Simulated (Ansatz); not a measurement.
## Lattice dynamics at Γ of CaSe (Fm-3m)

Perturbation theory with PBEsol in Ansatz on the PBEsol cell, ground state and force constants on a 6×6×6 mesh. Calculated for a static, non-magnetic cell.

The symmetry is Fm-3m (No. 225, cubic); a = 5.869 Å in the conventional setting, 25.27 Å³ an atom. Around Ca lie 6 Se at 2.93 Å; around Se lie 6 Ca at 2.93 Å.

Space group Fm-3m (No. 225). a = 5.869 Å, b = 5.869 Å, c = 5.869 Å, α = 90.00°, β = 90.00°, γ = 90.00°
```json
{"atom": "Ca", "site": "4a", "symmetry": "m-3m", "x": "0.0000", "y": "0.0000", "z": "0.0000"}
{"atom": "Se", "site": "4b", "symmetry": "m-3m", "x": "0.5000", "y": "0.0000", "z": "0.0000"}
```

Optical modes without the longitudinal term:
```tsv
ω (cm⁻¹)	degeneracy	IR intensity, summed over the level ((D/Å)²/amu)
181	3	14.41
```

The optical mode at Γ lies at 181 cm⁻¹ without the longitudinal term. With the long-range field the highest mode reaches 260 cm⁻¹. The program warns that the force constants, and all that is formed from them, aren't settled on this k mesh.

The electronic dielectric tensor ε∞ is 5.84 in all directions. With the ions relaxed, ε⁰ is 12.0 in all directions. Born charges, averaged over directions: Ca +2.35, Se -2.35 e.

With one polar mode in a cubic crystal the Lyddane-Sachs-Teller relation applies: (ω_LO/ω_TO)² = (260.1/181.4)² = 2.055, and ε⁰/ε∞ = 11.999/5.839 = 2.055. The refractive index √ε∞ is 2.42.

For comparison, on the r2SCAN cell the mean ε∞ is 5.08 with r2SCAN (ground state on 6×6×6; least gap 2.52 eV), 5.65 with PBE (ground state on 6×6×6; least gap 2.06 eV).

The runs are scalar-relativistic, without spin-orbit coupling.
